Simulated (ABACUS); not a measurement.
## CaO: relaxation of cell and atoms with LDA

The system is CaO.

```
Ca O
1.0
     0.00000    2.40356    2.40356
     2.40356    0.00000    2.40356
     2.40356    2.40356    0.00000
Ca O
1 1
Direct
  0.00000 0.00000 0.00000
  0.50000 0.50000 0.50000
```

The cell is a database's computed one.

```yaml
Program: ABACUS 3.10.1
Task: relaxation of cell and atoms
Functional: LDA
Potentials_or_basis: PseudoDojo NC SR 0.4.1 LDA standard
Cutoff: 1143 eV
Density_cutoff: 4572 eV
Basis: plane waves
k_mesh: 8 × 8 × 8
Occupations: fermi-dirac, width 0.05 eV
Spin: no spin polarisation
Max_steps_of_the_relaxation: 60
Force_threshold: 0.01 eV/Å
Optimiser: cg
Stress_threshold: 0.2 kbar
Radial_cutoff_of_the_potentials_pseudo_rcut: 10 bohr
SCF_threshold_on_the_density: 1e-08
Max_SCF_steps: 100
Eigensolver: dav
Mixing: broyden
Mixing_share: 0.7
Symmetry_key: 1
Bands: 12
```

```
Relaxed volume                         : 13.02 Å³/atom
Relaxed cell                           : a = 3.327 Å, b = 3.327 Å, c = 3.327 Å, α = 60.00°, β = 60.00°, γ = 60.00°
Space group after relaxing (to 0.05 Å) : Fm-3m (No. 225)
Energy gained by relaxing              : 20.5 meV/atom
Ionic steps                            : 4
Pressure after relaxing                : 0.0 GPa
Band gap on the k mesh                 : 3.45 eV, indirect (least direct gap 3.81 eV)
```

The path:
```tsv
step	energy change (eV)	largest force (eV/Å)	pressure (GPa)	volume (Å³)
1	0.0000	0.0000	-7.23	27.77
2	-0.0306	0.0000	4.32	25.24
3	-0.0411	0.0000	-0.04	26.05
4	-0.0411	0.0000	0.01	26.04
```

Final structure:
```yaml
crystal:
  lattice:
    - [0.00000, 2.35254, 2.35254]
    - [2.35254, 0.00000, 2.35254]
    - [2.35254, 2.35254, 0.00000]
  atoms:
    - { symbol: Ca, position: [0.00000, 0.00000, 0.00000] }
    - { symbol: O, position: [0.50000, 0.50000, 0.50000] }
```

Levels at points of the mesh, in eV from the valence-band top:
| k point | band 6 | band 7 | band 8 | band 9 | band 10 | band 11 |
| --- | --- | --- | --- | --- | --- | --- |
| (0.00, 0.00, 0.00) | 0.00 | 0.00 | 0.00 | 5.12 | 6.28 | 6.28 |
| (0.50, 0.50, 0.50) | -2.85 | -1.35 | -1.35 | 7.26 | 8.66 | 8.66 |
| (0.50, 0.50, 0.00) | -1.27 | -0.36 | -0.36 | 3.45 | 8.52 | 9.25 |

Wall time 7 s on 4 MPI ranks on AMD EPYC 9R45 96-Core Processor (Zen 5), with other jobs on the host, peak memory 0.36 GiB a rank.

A k mesh can miss the band edges.
